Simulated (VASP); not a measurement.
# InP (F-43m) in VASP: notebook

InP is run at these levels: LDA; tasks: single point, relaxation of cell and atoms.

All numbers are computed with VASP 6.6.1; they aren't measurements. Logs are shortened: lines on timing, memory, paths and dates and some standing lists are left out, and cuts for length are marked.

**The experiment to reproduce.**

From a printed reference work, data compilation, for a bulk crystal of InP at 1.6 K: band gap 1.4236 eV (direct).

The runs below are set against these values where they give the same quantity.

## 1. The cell of the first run

The structure is cubic, space group F-43m (No. 216). Conventional cell: a = 5.710 Å, b = 5.710 Å, c = 5.710 Å, α = 90.00°, β = 90.00°, γ = 90.00°. In (site symmetry -43m) has 4 P at 2.47 Å within 3.3 Å. Within 3.3 Å of P (site symmetry -43m) lie 4 In at 2.47 Å.

## 2. Single point, LDA

Input file INCAR:

```
SYSTEM = InP
PREC = Accurate ; ENCUT = 500
EDIFF = 1E-6 ; ISMEAR = 0
SIGMA = 0.01 ; LREAL = .False.
LASPH = .True. ; NELM = 120
ALGO = Normal ; ISIF = 2
LWAVE = .False. ; LCHARG = .False.
GGA = CA ; NBANDS = 16
GGA_COMPAT = .False.
```

Input file KPOINTS:

```
Automatic mesh
0
Gamma
  6 6 6
  0 0 0
```

Input file POSCAR:

```
InP
1.0
    0.0000000000      2.8548798630      2.8548798630
    2.8548798630      0.0000000000      2.8548798630
    2.8548798630      2.8548798630      0.0000000000
In P
1 1
Direct
    0.0000000000      0.0000000000      0.0000000000
    0.2500000000      0.2500000000      0.2500000000
```

Potentials or basis: VASP PAW LDA potentials, release 64 (In_d, P).

Command:

```
$ cat potpaw_LDA.64/In_d/POTCAR potpaw_LDA.64/P/POTCAR > POTCAR
$ mpirun -np 1 vasp_std > vasp.out
```

OUTCAR:

```text
SYSTEM = InP
   PREC = Accurate
   ENCUT = 500
   EDIFF = 1E-6
   ISMEAR = 0
   LREAL = .False.
   LASPH = .True.
   NELM = 120
   ISIF = 2
   GGA = CA

 ion  position               nearest neighbor table
   1  0.000  0.000  0.000-   2 2.47   2 2.47   2 2.47   2 2.47
   2  0.250  0.250  0.250-   1 2.47   1 2.47   1 2.47   1 2.47

  LATTYP: Found a face centered cubic cell.
 ALAT       =     5.7097597260

  Lattice vectors:

 A1 = (   0.0000000000,   2.8548798630,   2.8548798630)
 A2 = (   2.8548798630,   0.0000000000,   2.8548798630)
 A3 = (   2.8548798630,   2.8548798630,   0.0000000000)

Analysis of symmetry for initial positions (statically):
=====================================================================
 Subroutine PRICEL returns:
 Original cell was already a primitive cell.

 Routine SETGRP: Setting up the symmetry group for a
 face centered cubic supercell.

 Subroutine GETGRP returns: Found 24 space group operations
 (whereof 24 operations were pure point group operations)
 out of a pool of 48 trial point group operations.

The static configuration has the point symmetry T_d .

Analysis of symmetry for dynamics (positions and initial velocities):
=====================================================================
 Subroutine PRICEL returns:
 Original cell was already a primitive cell.

 Routine SETGRP: Setting up the symmetry group for a
 face centered cubic supercell.

 Subroutine GETGRP returns: Found 24 space group operations
 (whereof 24 operations were pure point group operations)
 out of a pool of 48 trial point group operations.

The dynamic configuration has the point symmetry T_d .

 Subroutine INISYM returns: Found 24 space group operations
 (whereof 24 operations are pure point group operations),
 and found     1 'primitive' translations

----------------------------------------------------------------------------------------

                                     Primitive cell

  volume of cell :      46.5365

  direct lattice vectors                    reciprocal lattice vectors
     0.000000000  2.854879863  2.854879863    -0.175138718  0.175138718  0.175138718
     2.854879863  0.000000000  2.854879863     0.175138718 -0.175138718  0.175138718
     2.854879863  2.854879863  0.000000000     0.175138718  0.175138718 -0.175138718

  length of vectors
     4.037409821  4.037409821  4.037409821     0.303349158  0.303349158  0.303349158

  position of ions in fractional coordinates (direct lattice)
     0.000000000  0.000000000  0.000000000
     0.250000000  0.250000000  0.250000000

  ion indices of the primitive-cell ions
   primitive index   ion index
                 1           1
                 2           2

----------------------------------------------------------------------------------------

 KPOINTS: Automatic mesh

Automatic generation of k-mesh.
 Grid dimensions read from file:
 generate k-points for:    6    6    6

 Generating k-lattice:

  Cartesian coordinates                     Fractional coordinates (reciprocal lattice)
    -0.029189786  0.029189786  0.029189786     0.166666667  0.000000000  0.000000000
     0.029189786 -0.029189786  0.029189786     0.000000000  0.166666667  0.000000000
     0.029189786  0.029189786 -0.029189786     0.000000000  0.000000000  0.166666667

  Length of vectors
     0.050558193  0.050558193  0.050558193

  Shift w.r.t. Gamma in fractional coordinates (k-lattice)
     0.000000000  0.000000000  0.000000000

 Subroutine IBZKPT returns following result:
 ===========================================

 Found     16 irreducible k-points:

 Following reciprocal coordinates:
            Coordinates               Weight
  0.000000  0.000000  0.000000      1.000000
  0.166667  0.000000  0.000000      8.000000
  0.333333  0.000000  0.000000      8.000000
  0.500000  0.000000  0.000000      4.000000
  0.166667  0.166667  0.000000      6.000000
  0.333333  0.166667  0.000000     24.000000
[... 8 lines left out ...]
 -0.333333  0.333333  0.166667     24.000000
 -0.333333  0.500000  0.166667     12.000000
   k-points           NKPTS =     16   k-points in BZ     NKDIM =     16   number of bands    NBANDS=     16
   number of dos      NEDOS =    301   number of ions     NIONS =      2
   total plane-waves  NPLWV =  27000
   dimension x,y,z NGX =    30 NGY =   30 NGZ =   30
   dimension x,y,z NGXF=    60 NGYF=   60 NGZF=   60
   ions per type =               1   1
   NGX,Y,Z   is equivalent  to a cutoff of  12.35, 12.35, 12.35 a.u.
   NGXF,Y,Z  is equivalent  to a cutoff of  24.71, 24.71, 24.71 a.u.
 SYSTEM =  InP
   PREC   = accura    normal or accurate (medium, high low for compatibility)
   ISTART =      0    job   : 0-new  1-cont  2-samecut
   ICHARG =      2    charge: 1-file 2-atom 10-const
   ISPIN  =      1    spin polarized calculation?
   LNONCOLLINEAR =      F non collinear calculations
   LSORBIT =      F    spin-orbit coupling
   LASPH  =      T    aspherical Exc in radial PAW
   ENCUT  =  500.0 eV  36.75 Ry    6.06 a.u.   7.36  7.36  7.36*2*pi/ulx,y,z
   NELM   =    120;   NELMIN=  2; NELMDL= -5     # of ELM steps
   EDIFF  = 0.1E-05   stopping-criterion for ELM
   LREAL  =      F    real-space projection
   EDIFFG = 0.1E-04   stopping-criterion for IOM
   NSW    =      0    number of steps for IOM
   IBRION =     -1    ionic relax: 0-MD 1-quasi-New 2-CG
   NFREE  =      0    steps in history (QN), initial steepest desc. (CG)
   ISIF   =      2    stress and relaxation
   ISYM   =      2    0-nonsym 1-usesym 2-fastsym
   POTIM  = 0.5000    time-step for ionic-motion
   TEBEG  =    0.0;   TEEND  =   0.0 temperature during run
   PSTRESS=    0.0 pullay stress
   NELECT =      18.0000    total number of electrons
   NUPDOWN=      -1.0000    fix difference up-down
   EMIN   =  10.00;   EMAX   =-10.00  energy-range for DOS
   EFERMI =   0.00;   METHOD = LEGACY
   ISMEAR =     0;   SIGMA  =   0.01  broadening in eV -4-tet -1-fermi 0-gaus
   EFERMI_NEDOS =   21; number of points for ismear=-14 and -15
   IALGO  =     38    algorithm
   IMIX   =      4    mixing-type and parameters
     AMIX     =   0.40;   BMIX     =  1.00
     AMIX_MAG =   1.60;   BMIX_MAG =  1.00
  volume/ion in A,a.u.               =      23.27       157.02
  Fermi-wavevector in a.u.,A,eV,Ry     =   1.192801  2.254066 19.358004  1.422773
  Thomas-Fermi vector in A             =   2.328830
   LORBIT       =      0    0 simple, 1 ext, 2 COOP (PROOUT), +10 PAW based schemes
   GGA     = CA    functional components
   LHFCALC =     F    Hartree Fock is set to
   AEXX    =    0.0000 exact exchange contribution
   IVDW    =     0    specifies the selected vdW correction
   LEPSILON=     F    determine dielectric tensor
   LRPA    =     F    only Hartree local field effects (RPA)
 non-spin polarized calculation
 Gauss-broadening in eV      SIGMA  =   0.01
  energy-cutoff  :      500.00
  volume of cell :       46.54
 maximum number of plane-waves:      1243
 NGX is ok and might be reduce to    30
   NGX = 15   NGY = 15   NGZ = 15

 number of electron      17.9999993 magnetization

 Free energy of the ion-electron system (eV)
  ---------------------------------------------------
  ext. energy  EPLUGINS =         0.00000000
  ---------------------------------------------------
  free energy    TOTEN  =        -9.61517483 eV

  energy without entropy =       -9.61517483  energy(sigma->0) =       -9.61517483

 E-fermi :   5.9971     XC(G=0):  -9.9515

 val. band max:        5.9246095684   @ k =   0.0000   0.0000   0.0000
 cond. band min:       6.8542444942   @ k =   0.0000   0.0000   0.0000
 fundamental gap:      0.9296349258
 Fermi energy:         5.9970644571

 k-point     1 :       0.0000    0.0000    0.0000
  band No.  band energies     occupation
      1      -8.4643      2.00000
      2      -8.4643      2.00000
      3      -8.4643      2.00000
      4      -8.2661      2.00000
      5      -8.2661      2.00000
      6      -6.1935      2.00000
[... 8 lines left out ...]
     15      15.4947      0.00000
     16      15.4947      0.00000

 k-point     2 :       0.1667    0.0000    0.0000
  band No.  band energies     occupation
      1      -8.5091      2.00000
      2      -8.4478      2.00000
      3      -8.4478      2.00000
      4      -8.2657      2.00000
      5      -8.2657      2.00000
      6      -5.8355      2.00000
[... 8 lines left out ...]
     15      14.5463      0.00000
     16      15.4101      0.00000

 k-point     3 :       0.3333    0.0000    0.0000
  band No.  band energies     occupation
      1      -8.5887      2.00000
      2      -8.4221      2.00000
      3      -8.4221      2.00000
      4      -8.2572      2.00000
      5      -8.2572      2.00000
      6      -4.8994      2.00000
[... 8 lines left out ...]
     15      15.0716      0.00000
     16      15.0716      0.00000

 k-point     4 :       0.5000    0.0000    0.0000
  band No.  band energies     occupation
      1      -8.6249      2.00000
      2      -8.4136      2.00000
      3      -8.4136      2.00000
      4      -8.2482      2.00000
      5      -8.2482      2.00000
      6      -4.1623      2.00000
[... 8 lines left out ...]
     15      16.7049      0.00000
     16      16.7049      0.00000
[... 172 lines left out ...]
 k-point    14 :       0.5000    0.3333    0.1667
  band No.  band energies     occupation
      1      -8.6376      2.00000
      2      -8.3934      2.00000
      3      -8.3684      2.00000
      4      -8.2945      2.00000
      5      -8.2421      2.00000
      6      -4.1667      2.00000
[... 8 lines left out ...]
     15      17.2940      0.00000
     16      17.9090      0.00000

 k-point    15 :      -0.3333    0.3333    0.1667
  band No.  band energies     occupation
      1      -8.6493      2.00000
      2      -8.3943      2.00000
      3      -8.3545      2.00000
      4      -8.2868      2.00000
      5      -8.2489      2.00000
      6      -3.5639      2.00000
[... 8 lines left out ...]
     15      17.1966      0.00000
     16      17.7758      0.00000

 k-point    16 :      -0.3333    0.5000    0.1667
  band No.  band energies     occupation
      1      -8.6729      2.00000
      2      -8.3694      2.00000
      3      -8.3394      2.00000
      4      -8.3053      2.00000
      5      -8.2375      2.00000
      6      -3.3131      2.00000
[... 8 lines left out ...]
     15      17.4202      0.00000
     16      18.1609      0.00000

------------------------ aborting loop because EDIFF is reached ----------------------------------------

  FORCE on cell =-STRESS in cart. coord.  units (eV):
  Direction    XX          YY          ZZ          XY          YZ          ZX
  --------------------------------------------------------------------------------------
  -------------------------------------------------------------------------------------
  Total        1.4582288      1.4582288      1.4582288      0.0000000      0.0000000      0.0000000
  in kB       50.2045106     50.2045106     50.2045106      0.0000000      0.0000000      0.0000000
  external PRESSURE =      50.2045106 kB  Pullay stress =       0.0000000 kB

 VOLUME and BASIS-vectors are now :
 -----------------------------------------------------------------------------
  energy-cutoff  :      500.00
  volume of cell :       46.54
      direct lattice vectors                 reciprocal lattice vectors
     0.000000000  2.854879863  2.854879863    -0.175138718  0.175138718  0.175138718
     2.854879863  0.000000000  2.854879863     0.175138718 -0.175138718  0.175138718
     2.854879863  2.854879863  0.000000000     0.175138718  0.175138718 -0.175138718

 POSITION                                       TOTAL-FORCE (eV/Angst)
 -----------------------------------------------------------------------------------
      0.00000      0.00000      0.00000        -0.000000     -0.000000     -0.000000
      1.42744      1.42744      1.42744         0.000000      0.000000      0.000000
 -----------------------------------------------------------------------------------
    total drift:                               -0.000000     -0.000000     -0.000000

  FREE ENERGIE OF THE ION-ELECTRON SYSTEM (eV)
  ---------------------------------------------------
  free  energy   TOTEN  =        -9.6151748309 eV

  energy  without entropy=       -9.6151748309  energy(sigma->0) =       -9.61517483
```

Run time: 6.7 s. Hardware: 1 thread of Intel Xeon Platinum 8488C (Sapphire Rapids), shared host; peak memory 0.14 GiB.

Results:

```
Free energy            : -9.6152 eV
Pressure               : 5.0 GPa
Band gap on the k mesh : 0.93 eV, direct
```

Levels at points of the mesh, in eV from the valence-band top:
| k point | band 6 | band 7 | band 8 | band 9 | band 10 | band 11 | band 12 | band 13 |
| --- | --- | --- | --- | --- | --- | --- | --- | --- |
| (0.00, 0.00, 0.00) | -12.12 | 0.00 | 0.00 | 0.00 | 0.93 | 3.94 | 3.94 | 3.94 |
| (0.50, 0.00, 0.00) | -10.09 | -6.28 | -1.12 | -1.12 | 1.51 | 4.70 | 4.70 | 7.02 |
| (0.50, 0.50, 0.00) | -9.32 | -6.22 | -2.64 | -2.64 | 1.45 | 2.10 | 9.50 | 9.95 |

Caveat: spin-orbit coupling is left out, which moves the levels of the heavy elements.

## 3. Single point, LDA

This run uses another cell than the first one, of 25.48 Å³/atom, 1.095 times its volume.

Input file INCAR:

```
SYSTEM = InP
PREC = Accurate
ENCUT = 500
EDIFF = 1E-6
ISMEAR = 0
SIGMA = 0.01
LREAL = .FALSE.
LASPH = .TRUE.
NELM = 120
ALGO = Normal
ISIF = 2
LWAVE = .FALSE.
LCHARG = .FALSE.
GGA = CA
NBANDS = 16
GGA_COMPAT = .FALSE.
```

Input file KPOINTS:

```
Automatic mesh
0
G
  6 6 6
  0 0 0
```

Input file POSCAR:

```
InP
1.0
    0.0000000000      2.9424442967      2.9424442967
    2.9424442967      0.0000000000      2.9424442967
    2.9424442967      2.9424442967      0.0000000000
In P
1 1
Direct
    0.0000000000      0.0000000000      0.0000000000
    0.2500000000      0.2500000000      0.2500000000
```

Potentials or basis: VASP PAW LDA potentials, release 64 (In_d, P).

Command:

```
$ cat potpaw_LDA.64/In_d/POTCAR potpaw_LDA.64/P/POTCAR > POTCAR
$ mpirun -np 1 vasp_std > vasp.out
```

Run time: 6.8 s. Hardware: 1 thread of Intel Xeon Platinum 8488C (Sapphire Rapids), shared host; peak memory 0.14 GiB.

It converged, with:

```yaml
Free_energy: -9.6509 eV
Pressure: -2.0 GPa
Band_gap_on_the_k_mesh: 0.44 eV, direct
```

Levels at points of the mesh, in eV from the valence-band top:
```
           k point  band 5  band 6  band 7  band 8  band 9  band 10  band 11  band 12  band 13  band 14
(0.00, 0.00, 0.00)  -14.02  -11.46    0.00    0.00    0.00     0.44     3.96     3.96     3.96     8.22
(0.50, 0.00, 0.00)  -14.01   -9.75   -5.77   -0.97   -0.97     1.29     4.70     4.70     6.86     9.17
(0.50, 0.50, 0.00)  -13.99   -9.09   -5.81   -2.32   -2.32     1.61     2.12     8.92     9.34     9.34
```

Caveat: spin-orbit coupling is left out, which moves the levels of the heavy elements.

## 4. Single point, LDA

This run uses another cell than the first one, of 24.73 Å³/atom, 1.063 times its volume.

Input file INCAR:

```
  PREC = Accurate
  ENCUT = 500
  EDIFF = 1E-6
  ISMEAR = 0
  SIGMA = 0.01
  LREAL = False
  LASPH = True
  NELM = 120
  ALGO = Normal
  ISIF = 2
  LWAVE = False
  LCHARG = True
  LELF = True
  LVHAR = True
  NBANDS = 16
  GGA_COMPAT = False
```

Input file KPOINTS:

```
Automatic mesh
0
Gamma
  6 6 6
```

Input file POSCAR:

```
InP
1.0
    0.0000000000      2.9132585836      2.9132585836
    2.9132585836      0.0000000000      2.9132585836
    2.9132585836      2.9132585836      0.0000000000
In P
1 1
Direct
    0.0000000000      0.0000000000      0.0000000000
    0.2500000000      0.2500000000      0.2500000000
```

Command:

```
$ cat potpaw_LDA.64/In_d/POTCAR potpaw_LDA.64/P/POTCAR > POTCAR
$ mpirun -np 1 vasp_std > vasp.out
```

Wall time 7.4 s (1 thread of Intel Xeon Platinum 8488C (Sapphire Rapids), shared host); peak memory 0.15 GiB.

It converged, with:

```yaml
Free_energy: -9.6597 eV
Pressure: 0.0 GPa
Band_gap_on_the_k_mesh: 0.60 eV, direct
```

Levels at points of the mesh, in eV from the valence-band top:
```
           k point  band 5  band 6  band 7  band 8  band 9  band 10  band 11  band 12  band 13  band 14
(0.00, 0.00, 0.00)  -14.07  -11.67    0.00    0.00    0.00     0.60     3.96     3.96     3.96     8.36
(0.50, 0.00, 0.00)  -14.06   -9.86   -5.93   -1.02   -1.02     1.36     4.70     4.70     6.92     9.31
(0.50, 0.50, 0.00)  -14.03   -9.16   -5.94   -2.42   -2.42     1.56     2.12     9.10     9.55     9.55
```

Caveat: spin-orbit coupling is left out, which moves the levels of the heavy elements.

(Continued in part 2 of 2.)
